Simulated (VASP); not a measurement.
The system is CaSe.

```
Ca Se
1.0
     3.63478    0.00000    0.00000
     0.00000    3.63478    0.00000
     0.00000    0.00000    3.63478
Ca Se
1 1
Direct
  0.00000 0.00000 0.00000
  0.50000 0.50000 0.50000
```

The cell was built by a generator and needn't be a form met in nature.

Base run:

* Program: VASP 6.6.1
* Functional: r2SCAN
* Potentials or basis: VASP PAW PBE potentials, release 64 (Ca_sv, Se)
* Cutoff: 520 eV
* k mesh: 6 × 6 × 6
* Occupations: gaussian, width 0.01 eV
* Spin: no spin polarisation

Its results: band gap on the k mesh 1.24 eV, direct; pressure 0.2 GPa.

The run is repeated on the same cell with these changes: functional from r2SCAN to PBE. What comes out?

Band gap on the k mesh 0.76 eV, direct; pressure 0.9 GPa.

r2SCAN gives the wider gap, since meta-GGAs in the generalised Kohn-Sham scheme recover part of the derivative discontinuity.

Caveats: the PAW data sets were made with another functional, which shifts forces and pressure a little (some runs).

A k mesh can miss the band edges.
